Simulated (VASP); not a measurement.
Runs of VASP 6.6.1 on Cu2O (Cuprite). It takes space group Pn-3m (No. 224, cubic). Conventional cell: a = 4.307 Å, b = 4.307 Å, c = 4.307 Å, α = 90.00°, β = 90.00°, γ = 90.00°. Cu (site symmetry -3m) has 2 O at 1.87 Å as nearest neighbours. Around O (site symmetry -43m) lie 4 Cu at 1.87 Å. 

| task | cell | gap on the mesh (eV) | pressure (GPa) |
| --- | --- | --- | --- |
| relaxation of the atoms | atoms relaxed from: a relaxed cell with its volume scaled by 0.98 | 0.51 | 2.4 |
| relaxation of cell and atoms | relaxed | 0.47 | 0.0 |
| relaxation of the atoms | atoms relaxed | 0.47 | 0.0 |
| relaxation of the atoms | atoms relaxed from: a relaxed cell with its volume scaled by 1.06 | (a) | -5.6 |
| relaxation of the atoms | atoms relaxed from: a relaxed cell with its volume scaled by 0.94 | (b) | 8.0 |
| relaxation of the atoms | atoms relaxed from: a relaxed cell with its volume scaled by 0.96 | 0.56 | 5.0 |
| relaxation of the atoms | atoms relaxed from: a relaxed cell with its volume scaled by 1.02 | 0.43 | -2.1 |

Alike in all rows: level PBE; potentials or basis VASP PAW PBE potentials, release 64 (Cu, O); no spin polarisation; k mesh 6 × 6 × 6; cutoff (eV) 600; smearing gaussian 0.03 eV.

Task: Estimate the missing entries.

Result: (a) 0.35; (b) 0.61.

Caveats: the relaxation stopped at its first step, so nothing moved.

A k mesh can miss the band edges.
